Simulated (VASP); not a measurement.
Runs of VASP 6.6.1 on Pb. The structure is cubic, space group Im-3m (No. 229). The conventional cell has a = 3.959 Å, b = 3.959 Å, c = 3.959 Å, α = 90.00°, β = 90.00°, γ = 90.00°. Pb (site symmetry m-3m) is surrounded by 8 Pb at 3.43 Å. This isn't the form of Pb at room conditions, which is fcc.

| task | level | potentials or basis | spin | k mesh | cutoff (eV) | smearing | grid for exact exchange (PRECFOCK) | exchange at q = 0 | mesh quality | gap on the mesh (eV) | pressure (GPa) |
| --- | --- | --- | --- | --- | --- | --- | --- | --- | --- | --- | --- |
| single point | PBEsol | VASP PAW PBE potentials, release 64 (Pb) | off | 9 × 9 × 9 | 500 | gaussian 0.02 eV | - | - | not flagged | none | -2.2 |
| single point | r2SCANh | VASP PAW PBE potentials, release 64 (Pb_d) | off | 5 × 5 × 5 | 520 | gaussian 0.05 eV | Normal | default | coarse | none | 1.4 |
| optical spectrum | vdW-DF-cx | VASP PAW PBE potentials, release 64 (Pb_d_GW) | SOC, no magnetisation | 7 × 7 × 7 | 600 | fermi-dirac 0.02 eV | - | - | not flagged | - | -1.4 |
| density of states | PW91+D4 | VASP PAW PBE potentials, release 64 (Pb_d) | collinear, ferromagnetic start | 9 × 9 × 9 | 520 | tetrahedron | - | - | not flagged | none | (a) |
| density of states | LAK | VASP PAW PBE potentials, release 64 (Pb_d) | off | 9 × 9 × 9 | 520 | tetrahedron | - | - | not flagged | none | (b) |

Alike in all rows: cell as given.

Q: Estimate the missing entries.

A: (a) -0.2; (b) 5.3.

Caveats: some runs use coarse meshes; the PAW data sets were made with another functional, which shifts forces and pressure a little; tetrahedron occupations give inexact forces and stress in metals (some runs); spectra need much finer meshes, so this one isn't converged (some runs); independent-particle spectra lack excitons (some runs); pairwise dispersion overbinds metals, which lowers pressure and volume (some runs).

A k mesh can miss the band edges, and rows without SOC leave out spin-orbit coupling on Pb.

A gap of «none» marks a metal or a gap under the smearing width.

The runs don't all hold the same shells in valence.
